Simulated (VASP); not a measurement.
Wanted: the native input for a VASP 6.6.1 run.

* Task: single point
* Functional: LDA
* Potentials or basis: VASP PAW LDA potentials, release 64 (C, Cl, H)
* Cutoff: 400 eV
* k mesh: 1 × 1 × 1
* Occupations: gaussian, width 0.01 eV
* Spin: no spin polarisation
* Further INCAR settings: ALGO = Normal; EDIFF = 1e-06; NBANDS = 15; ISYM = 0

The structure of CClH3 lies in POSCAR:

```
H3CCl                                   
1.0
   12.7670747303      0.0000000000      0.0000000000
    0.0000000000     13.2670747303      0.0000000000
    0.0000000000      0.0000000000     13.7670747303
  C               Cl              H             
     1     1     3
Selective dynamics
Direct
     0.4970414396999985    0.5134837255000022    0.4949221529999974   F   F   F
     0.5319454503142702    0.3988868809119202    0.5548219480017531   T   T   T
     0.5552280380073201    0.5709899675184384    0.5135229432457831   T   T   T
     0.4191307765296371    0.5362347447375754    0.5199742775278416   T   T   T
     0.4964907305613198    0.4997974982495885    0.4164725656523024   T   T   T
```

One way to write it, as run:

INCAR

```
ALGO = Normal ; EDIFF = 1E-6
ENCUT = 400 ; ISIF = 2
ISMEAR = 0 ; ISYM = 0
LASPH = T ; LCHARG = F
LREAL = F ; LWAVE = F
NBANDS = 15 ; NELM = 60
PREC = Accurate ; SIGMA = 0.01
```

KPOINTS

```
k-points
0
Gamma
  1 1 1
```

Potentials or basis: VASP PAW LDA potentials, release 64 (C, Cl, H).

The run is started by

```sh
$ cat potpaw_LDA.64/C/POTCAR potpaw_LDA.64/Cl/POTCAR potpaw_LDA.64/H/POTCAR > POTCAR
$ mpirun -np 4 vasp_gam > vasp.out
```

It gave:

```
Largest force                   : 0.552 eV/Å
Gap between the frontier levels : 6.25 eV
```

Wall time 12 s on 4 MPI ranks on Intel(R) Xeon(R) 6975P-C (Granite Rapids), with other jobs on the host, peak memory 0.34 GiB a rank.
